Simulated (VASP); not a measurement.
Level of theory: PW91 GGA, VASP's PBE PAW potentials (set 64) (plane waves; VASP).

VASP input:

### POSCAR
```
CsBr
1
    4.2900000000     0.0000000000     0.0000000000
    0.0000000000     4.2900000000     0.0000000000
    0.0000000000     0.0000000000     4.2900000000
Cs Br
1 1
Direct
  0.0000000000   0.0000000000   0.0000000000
  0.5000000000   0.5000000000   0.5000000000
```

KPOINTS:
```
Automatic mesh
0
Gamma
6 6 6
0 0 0
```

INCAR:
```
# general
SYSTEM =CsBr
PREC   =Accurate
ENCUT  =520
LREAL  =.False.
LASPH  =.True.

# electronic loop
EDIFF  =1E-6
NELM   =100
ALGO   =Normal
LMAXMIX=4

# smearing
ISMEAR =0
SIGMA  =0.05

# functional
GGA    =91

# ions
IBRION =2
NSW    =60
ISIF   =3
EDIFFG =-0.01

# output
LWAVE  =.False.
LCHARG =.False.
```

POTCAR, in this order: Cs_sv Br (PBE.64 set). Program: vasp_std.

The run wrote:

**OSZICAR**
```
       N       E                     dE             d eps       ncg     rms          rms(c)
DAV:   1     0.945959800479E+02    0.94596E+02   -0.65240E+03   480   0.111E+03
DAV:   2     0.234619076674E+00   -0.94361E+02   -0.88845E+02   748   0.181E+02
DAV:   3    -0.628216434103E+01   -0.65168E+01   -0.65004E+01   600   0.547E+01
DAV:   4    -0.634063849369E+01   -0.58474E-01   -0.58461E-01   548   0.623E+00
DAV:   5    -0.634110777712E+01   -0.46928E-03   -0.46924E-03   600   0.545E-01    0.181E+00
DAV:   6    -0.610649501157E+01    0.23461E+00   -0.35891E-01   532   0.315E+00    0.110E+00
DAV:   7    -0.606795384242E+01    0.38541E-01   -0.18085E-01   604   0.226E+00    0.572E-01
DAV:   8    -0.607048336600E+01   -0.25295E-02   -0.11147E-02   536   0.763E-01    0.933E-02
DAV:   9    -0.607087675678E+01   -0.39339E-03   -0.19698E-03   592   0.280E-01    0.746E-02
DAV:  10    -0.607093937992E+01   -0.62623E-04   -0.13843E-04   548   0.964E-02    0.127E-02
DAV:  11    -0.607094662691E+01   -0.72470E-05   -0.33211E-05   584   0.367E-02    0.494E-03
DAV:  12    -0.607094634829E+01    0.27862E-06   -0.69996E-06   568   0.168E-02
   1 F= -.60709463E+01 E0= -.60709463E+01  d E =-.607095E+01
       N       E                     dE             d eps       ncg     rms          rms(c)
DAV:   1    -0.618207270539E+01   -0.11113E+00   -0.18960E+00   480   0.871E+00    0.142E+00
DAV:   2    -0.610089995894E+01    0.81173E-01   -0.12096E-01   496   0.205E+00    0.580E-01
DAV:   3    -0.608222011177E+01    0.18680E-01   -0.57651E-02   480   0.141E+00    0.217E-01
DAV:   4    -0.608170963965E+01    0.51047E-03   -0.18516E-03   512   0.279E-01    0.692E-02
DAV:   5    -0.608169458478E+01    0.15055E-04   -0.13571E-04   548   0.783E-02    0.371E-02
DAV:   6    -0.608169531148E+01   -0.72670E-06   -0.10961E-05   536   0.271E-02    0.848E-03
DAV:   7    -0.608169495379E+01    0.35769E-06   -0.12295E-06   444   0.615E-03
   2 F= -.60816950E+01 E0= -.60816950E+01  d E =-.107486E-01
       N       E                     dE             d eps       ncg     rms          rms(c)
DAV:   1    -0.616107858033E+01   -0.79383E-01   -0.14386E+00   480   0.757E+00    0.124E+00
DAV:   2    -0.609921485839E+01    0.61864E-01   -0.93201E-02   496   0.179E+00    0.502E-01
DAV:   3    -0.608517027252E+01    0.14045E-01   -0.43303E-02   480   0.122E+00    0.188E-01
DAV:   4    -0.608476266863E+01    0.40760E-03   -0.14520E-03   508   0.245E-01    0.596E-02
DAV:   5    -0.608475145584E+01    0.11213E-04   -0.10515E-04   516   0.679E-02    0.322E-02
DAV:   6    -0.608475152605E+01   -0.70206E-07   -0.83727E-06   540   0.237E-02
   3 F= -.60847515E+01 E0= -.60847515E+01  d E =-.138052E-01
```

### OUTCAR
```
------------------------ aborting loop because EDIFF is reached ----------------------------------------
  FORCE on cell =-STRESS in cart. coord.  units (eV):
  Direction    XX          YY          ZZ          XY          YZ          ZX
  --------------------------------------------------------------------------------------
  Total        0.0003536      0.0003536      0.0003536      0.0000000      0.0000000      0.0000000
  in kB        0.0067495      0.0067495      0.0067495      0.0000000      0.0000000      0.0000000
  external PRESSURE =       0.0067495 kB  Pullay stress =       0.0000000 kB
  volume of cell :       83.93
      direct lattice vectors                 reciprocal lattice vectors
     4.378311917 -0.000000000  0.000000000     0.228398529 -0.000000000  0.000000000
     0.000000000  4.378311917  0.000000000     0.000000000  0.228398529  0.000000000
    -0.000000000  0.000000000  4.378311917    -0.000000000  0.000000000  0.228398529
 POSITION                                       TOTAL-FORCE (eV/Angst)
 -----------------------------------------------------------------------------------
      0.00000      0.00000      0.00000        -0.000000      0.000000      0.000000
      2.18916      2.18916      2.18916         0.000000      0.000000      0.000000
 -----------------------------------------------------------------------------------
    total drift:                                0.000000      0.000000     -0.000000
  FREE ENERGIE OF THE ION-ELECTRON SYSTEM (eV)
  ---------------------------------------------------
  free  energy   TOTEN  =        -6.0847515260 eV

  energy  without entropy=       -6.0847515260  energy(sigma->0) =       -6.08475153

 reached required accuracy - stopping structural energy minimisation
```
(Selected blocks of OUTCAR.)

### CONTCAR
```
CsBr
   1.00000000000000
     4.3783119169199916   -0.0000000000000000    0.0000000000000000
     0.0000000000000000    4.3783119169199916    0.0000000000000000
    -0.0000000000000000    0.0000000000000000    4.3783119169199916
  Cs              Br
     1     1
Direct
     0.0000000000000000    0.0000000000000000    0.0000000000000000
     0.5000000000000000    0.5000000000000000    0.5000000000000000
```

Energy and stress use the plane-wave basis of the starting cell.

The compound is CsBr in the CsCl type structure. This run relaxes it. Symmetry was kept, so distortions that lower it aren't found.
